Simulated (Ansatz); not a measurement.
Ge: pressure against volume

Ge, I4_1/amd, a = 5.126 Å, c = 2.793 Å. This isn't the element's structure at ambient conditions. Ansatz: PBEsol, PAW, 420 eV, Γ-centred 16×16×16 mesh on 2 atoms, Gaussian smearing 0.10 eV; no spin polarisation. Shape and atoms are relaxed at each volume; pressure is positive in compression.

```tsv
V (Å³/atom)	P (GPa)
17.248	?
17.799	2.61
18.349	0.00
18.900	-2.21
19.450	-4.06
```

**Question.** Take V0 = 18.349 Å³/atom, fit the third-order Birch–Murnaghan form to the other rows, and predict the missing pressure.

**Answer.** With the Eulerian strain f = ½[(V0/V)^(2/3) − 1] and y = P/[3f(1 + 2f)^(5/2)], the form is the line y = B0 + 1.5 B0 (B0′ − 4) f. Rows (f, y): 0.01025, 80.7; -0.00977, 79.2; -0.01905, 78.3. Means f = -0.006190, y = 79.400; Σ(Δf)² = 0.0004485, ΣΔfΔy = 0.03623; the slope is their ratio. y = 79.90 + 80.79 f GPa, so B0 = 79.9 GPa and B0′ = 4 + 2 × (80.79)/(3 × 79.90) = 4.67. At V = 17.248, f = 0.02106, y = 81.60 and P = 5.72 GPa. The run gave 5.68 GPa, so the fit is 0.04 GPa too high, a small miss on the scale of the series. The form still works here, 33 % of the fitted range beyond its end.